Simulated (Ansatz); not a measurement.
InP (F-43m), zone-centre modes

Theory: Ansatz 0.2.0, DFT PBE, scalar-relativistic, plane waves, PAW. Settings: plane waves to 420 eV, k-mesh 8×8×6 (Γ-centred), Gaussian smearing 0.05 eV. No spin polarisation.

Reference structure (relaxed at this level):

```xyz
4
Lattice="0.0000 -2.9800 -2.9800 0.0000 2.9800 -2.9800 5.9601 0.0000 0.0000" Properties=species:S:1:pos:R:3 pbc="T T T"
In    2.9800    0.0000   -2.9800
In    0.0000    0.0000    0.0000
P     1.4900    1.4900   -1.4900
P     4.4701   -1.4900   -1.4900
```

Harmonic modes by finite displacements of 0.02 Å, without the LO–TO term. The cell doubles the primitive one, so its zone centre also holds the primitive cell's point q = (0, 1/2, 1/2).

(1) At this geometry, is the structure stable against these modes?

(2) List the wavenumbers in cm⁻¹.

Answers

(1) Yes: no mode is imaginary beyond 10 cm⁻¹, and only the three translations lie near zero.

(2) 0, 0, 0, 66, 66, 170, 284, 284, 284, 299, 299, 306.

Cost: 1 run of about 1.6 core-minutes, on Intel Xeon Processor @ 2.70GHz (shared hosts).